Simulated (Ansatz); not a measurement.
# MgTe (wurtzite): a single-point run

Wanted: a converged single-point run for MgTe (wurtzite), and a check of what comes out. The structure is shown as the input types it.

Program: Ansatz 0.2.0. Level of theory: Kohn-Sham DFT, with the functional, basis and potentials that each input names (as first typed). These are calculated values, not measurements.

### Step 1. The system as given

Symmetry: P6_3mc, No. 186, hexagonal system. Conventional cell: a = 4.532 Å, b = 4.532 Å, c = 7.422 Å, α = 90.00°, β = 90.00°, γ = 120.00°. Mg (site symmetry 3m) has 4 Te at 2.78 Å in its first shell of neighbours. Around Te (site symmetry 3m) lie 4 Mg at 2.78 Å.

As a file:

```xyz
4
Lattice="4.5317 0.0000 0.0000 -2.2659 3.9246 0.0000 0.0000 0.0000 7.4220" Properties=species:S:1:pos:R:3 pbc="T T T"
Mg    2.2659    1.3082    0.0000
Mg    0.0000    2.6164    3.7110
Te    2.2659    1.3082    4.6402
Te    0.0000    2.6164    0.9292
```

### Step 2. Running it

File input.yaml:

```yaml
crystal:
  lattice:
    - [4.531747816323, 2.886743173775e-11, 0.0]
    - [-2.265873908186, 3.924608732466, 0.0]
    - [0.0, 0.0, 7.4219566154]
  atoms:
    - { symbol: Mg, position: [0.6666666666667, 0.3333333333333, 0.0] }
    - { symbol: Mg, position: [0.3333333333333, 0.6666666666667, 0.5] }
    - { symbol: Te, position: [0.6666666666667, 0.3333333333333, 0.6252] }
    - { symbol: Te, position: [0.3333333333333, 0.6666666666667, 0.1252] }
basis:
  ecutwfc: 420
  ecutrho_ratio: 4
kpoints:
  mp_grid: { grid: [6, 6, 4] }
hamiltonian:
  xc: pbe
  hubbard: { sites: [{ species: Te, l: f, u_eff: 4.0 }] }
scf:
  occupations: { method: gaussian, width: 0.05 }
  max_iter: 75
output:
  forces: true
  stress: true
```

Command:

```sh
ansatz run input.yaml --threads 4 --pin off --max-ram 8192MiB --backend cpu --events-out ev --progress --plain --runs-dir out
```

Q: Will this input give a usable result? If not, why, and what should change?

The run ended at the input check. It says: «inconsistent input (hamiltonian.hubbard.sites[].l, hamiltonian.hubbard.sites[].shell): the file of Te doesn't list 4f, and it can't be added: PBE doesn't bind the shell 4f of the free atom, whose level lies at +1.11 eV ...»

Look at the input: hamiltonian.hubbard.sites is [{species: Te, l: f, u_eff: 4.0}]. U was placed on a shell that is absent, full or empty, where it has nothing to correct.

What to do: delete hamiltonian.hubbard.sites.
